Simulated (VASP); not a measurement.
Set up this calculation in VASP 6.6.1, as the native input.

| Quantity | Value |
| --- | --- |
| Task | relaxation of cell and atoms |
| Functional | LDA |
| Potentials or basis | VASP PAW LDA potentials, release 64 (Cd, O) |
| Cutoff | 600 eV |
| k mesh | 12 × 12 × 12 |
| Occupations | gaussian, width 0.03 eV |
| Spin | no spin polarisation |
| Further INCAR settings | ALGO = Normal; EDIFF = 1e-06; IBRION = 2; EDIFFG = -0.01; NSW = 90; ISIF = 3 |

The structure of CdO (Monteponite) lies in POSCAR:

```
CdO
1.0
    0.0000000000      2.3495000000      2.3495000000
    2.3495000000      0.0000000000      2.3495000000
    2.3495000000      2.3495000000      0.0000000000
Cd O
1 1
Direct
    0.0000000000      0.0000000000      0.0000000000
    0.5000000000      0.5000000000      0.5000000000
```

These files were run (other wordings do the same):

INCAR

```
PREC = Accurate
ENCUT = 600
EDIFF = 1E-6
ISMEAR = 0
SIGMA = 0.03
LREAL = F
LASPH = T
NELM = 80
ALGO = Normal
ISIF = 3
LWAVE = F
LCHARG = F
IBRION = 2
NSW = 90
EDIFFG = -0.01
```

KPOINTS

```
regular mesh
0
Gamma
  12 12 12
```

Potentials or basis: VASP PAW LDA potentials, release 64 (Cd, O).

The run is started by

```bash
$ cat potpaw_LDA.64/Cd/POTCAR potpaw_LDA.64/O/POTCAR > POTCAR
$ mpirun -np 1 vasp_std > vasp.out
```

Results of the run:

```json
{
  "Relaxed volume": "12.59 Å³/atom",
  "Relaxed cell": "a = 3.290 Å, b = 3.290 Å, c = 3.290 Å, α = 60.00°, β = 60.00°, γ = 60.00°",
  "Space group after relaxing (to 0.05 Å)": "Fm-3m (No. 225)",
  "Energy gained by relaxing": "5.7 meV/atom",
  "Ionic steps": "3",
  "Pressure after relaxing": "0.0 GPa",
  "Band gap on the k mesh": "none (metal or under the smearing width)"
}
```

Caveat: this crystal is a semiconductor, whose small gap the functional closes, so the metal is an error of the method.

It took 32 s on 1 thread of Intel(R) Xeon(R) Platinum 8559C (Emerald Rapids), on a shared host, peak memory 0.17 GiB.
